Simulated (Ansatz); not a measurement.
# Si4HC4: the cost of one run

Method: DFT LDA, scalar-relativistic, plane waves, PAW, in Ansatz 0.2.0.

13 further runs of the same task are left out: 1 that didn't finish, 12 set aside as unsound or not needed. Runs told in other sessions of the task aren't counted.

## Step 1: The structure to begin with

Symmetry: P6_3mc, No. 186, hexagonal system. The conventional cell has a = 3.056 Å, b = 3.056 Å, c = 5.016 Å, α = 90.00°, β = 90.00°, γ = 120.00°. Around Si (site symmetry 3m) lie 4 C at 1.87 to 1.89 Å. C (site symmetry 3m) has 4 Si at 1.87 to 1.89 Å in its first shell of neighbours.

Structure file:

```xyz
4
Lattice="3.0563 0.0000 0.0000 -1.5282 2.6468 0.0000 0.0000 0.0000 5.0163" Properties=species:S:1:pos:R:3 pbc="T T T"
Si    0.0000    1.7646    0.0231
Si    1.5282    0.8823    2.5313
C     0.0000    1.7646    1.9082
C     1.5282    0.8823    4.4164
```

It is the result of an earlier relaxation at this level (volume 10.14 Å³/atom; gap on the mesh: 2.13 eV).

## Step 3: Setting up the map

Atoms count from 1 in the order of the input.

H2 lies flat over one site of a rigid substrate while its bond length and height are varied.

The axes are (1) distance H17-H18: 8 values from 0.650 to 2.650 Å; (2) height of the H2 axis above the plane of C15: 9 values from 0.45 to 3.60 Å.

Nothing else is relaxed. Points are written as (first, second).

(The set-up runs are not shown.)

## Step 4: Point (0.650 Å, 0.45 Å)

Contents of input.yaml:

```yaml
crystal:
  lattice:
    - [6.1126145963, 0.0, 0.0]
    - [0.0, 5.0163291813, 0.0]
    - [0.0, 0.0, 21.4250251324]
  atoms:
    - { symbol: Si, position: [0.0, 0.9953970937, 0.186697564] }
    - { symbol: Si, position: [0.5, 0.9953970937, 0.186697564] }
    - { symbol: C, position: [0.0, 0.6196029063, 0.186697564] }
    - { symbol: C, position: [0.5, 0.6196029063, 0.186697564] }
    - { symbol: Si, position: [0.25, 0.4953970937, 0.227877442] }
    - { symbol: Si, position: [0.75, 0.4953970937, 0.227877442] }
    - { symbol: C, position: [0.25, 0.1196029063, 0.227877442] }
    - { symbol: C, position: [0.75, 0.1196029063, 0.227877442] }
    - { symbol: Si, position: [0.25, 0.9933394623, 0.3138679432] }
    - { symbol: Si, position: [0.75, 0.9933394623, 0.3138679432] }
    - { symbol: C, position: [0.25, 0.6245248121, 0.3140845904] }
    - { symbol: C, position: [0.75, 0.6245248121, 0.3140845904] }
    - { symbol: Si, position: [0.0, 0.4657447851, 0.3396025631] }
    - { symbol: Si, position: [0.5, 0.4657447851, 0.3396025631] }
    - { symbol: C, position: [0.0, 0.1236384346, 0.3465585261] }
    - { symbol: C, position: [0.5, 0.1236384346, 0.3465585261] }
    - { symbol: H, position: [0.9166666667, 0.6731809323, 0.3675620021] }
    - { symbol: H, position: [0.9166666667, 0.8027577556, 0.3675620021] }
basis:
  ecutwfc: 420
kpoints:
  mp_grid: { grid: [5, 6, 1] }
hamiltonian:
  xc: lda
  pseudopotentials: { kind: paw, azcp: { folder: soft_1 } }
scf:
  occupations: { method: gaussian, width: 0.05 }
output:
  forces: true
  eigenvalues: true
efield:
  axis: 3
  dipole_correction: true
  ramp_width: 0.04
```

Command:

```bash
$ ansatz run input.yaml --threads 1 --pin off --max-ram 3072MiB --backend cpu --events-out ev --progress --plain --runs-dir out
```

What time and memory should one allow on 1 thread of Arm Neoverse V2, shared host?

About 73 s, with a peak of 0.77 GiB.
